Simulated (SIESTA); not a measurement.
C:

```
CELL_PARAMETERS angstrom
1.23319 0.71198 8.28262
-1.23319 0.71198 8.28262
0.00000 -1.42396 8.28262
ATOMIC_POSITIONS crystal
C 0.08717 0.08717 0.08717
C 0.75385 0.75385 0.75385
C 0.24615 0.24615 0.24615
C 0.91283 0.91283 0.91283
```

This isn't the form of C at room conditions, which is graphite.

Base run:

```yaml
Program: SIESTA 5.4.2
Functional: PBEsol
Potentials_or_basis: PseudoDojo 0.4 standard (PBEsol files)
Basis: DZP (energy shift 0.003 Ry)
Grid_cutoff: 500 Ry
Energy_shift: 0.003 Ry
k_mesh: 12 × 12 × 12
Occupations: fermi-dirac, width 0.05 eV
Spin: no spin polarisation
```

Its results: band gap on the k mesh 0.18 eV, direct; pressure 6.8 GPa.

Q: The run is repeated on the same cell with these changes: functional from PBEsol to LDA; potentials or basis from PseudoDojo 0.4 standard (PBEsol files) to PseudoDojo 0.4 standard (LDA files). What comes out?

A: Band gap on the k mesh 0.19 eV, direct; pressure 2.6 GPa.

Caveats: the mesh misses the band edges, which the band path finds closer together; the basis of atomic orbitals isn't converged, which shifts pressures, moduli and gaps.

Not every run made on this cell is shown here.
